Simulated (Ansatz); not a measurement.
A run of Ansatz 0.2.0 is set up as follows.

Contents of input.yaml:

```yaml
crystal:
  lattice:
    - [-2.5065, 2.5065, 2.5065]
    - [2.5065, -2.5065, 2.5065]
    - [2.5065, 2.5065, -2.5065]
  atoms:
    - { symbol: Ba, position: [0.0, 0.0, 0.0] }
kpoints:
  mp_grid: { grid: [8, 8, 8] }
  band_path:
    path:
      - [0.0, 0.0, 0.0]
      - [0.5, -0.5, 0.5]
      - [0.0, 0.0, 0.5]
      - [0.0, 0.0, 0.0]
      - [0.25, 0.25, 0.25]
      - [0.5, -0.5, 0.5]
    npoints: 12
scf:
  occupations: { method: fermi_dirac, width: 0.05 }
hamiltonian:
  xc: pbesol
  pseudopotentials: { kind: all_electron, lapw: { basis_error: 0.001 } }
output:
  forces: true
  stress: true
  eigenvalues: true
```

Potentials or basis: all-electron LAPW, scalar-relativistic.

The run is started by

```console
$ ansatz run input.yaml --threads 1 --pin off --max-ram 3072MiB --backend cpu --events-out ev --progress --plain --runs-dir out
```

Estimate the pressure.

-0.7 GPa.

Estimate the band gap along the path.

none (metal or under the smearing width).

Levels at the corners of the path, in eV from the Fermi level:
```
point  band 6  band 7  band 8  band 9  band 10  band 11  band 12  band 13  band 14
    Γ  -28.84  -13.76  -13.76  -13.76    -2.74     1.84     1.84     1.84     3.27
    H  -28.76  -14.08  -14.08  -14.08    -0.51    -0.51     4.02     4.02     4.02
    N  -28.79  -14.23  -13.91  -13.76    -0.88     0.70     1.26     3.22     3.82
    Γ  -28.84  -13.76  -13.76  -13.76    -2.74     1.84     1.84     1.84     3.27
    P  -28.79  -14.00  -14.00  -14.00     0.54     0.54     0.54     3.51     3.92
    H  -28.76  -14.08  -14.08  -14.08    -0.51    -0.51     4.02     4.02     4.02
```

Caveat: spin-orbit coupling is left out, which moves the levels of the heavy elements.
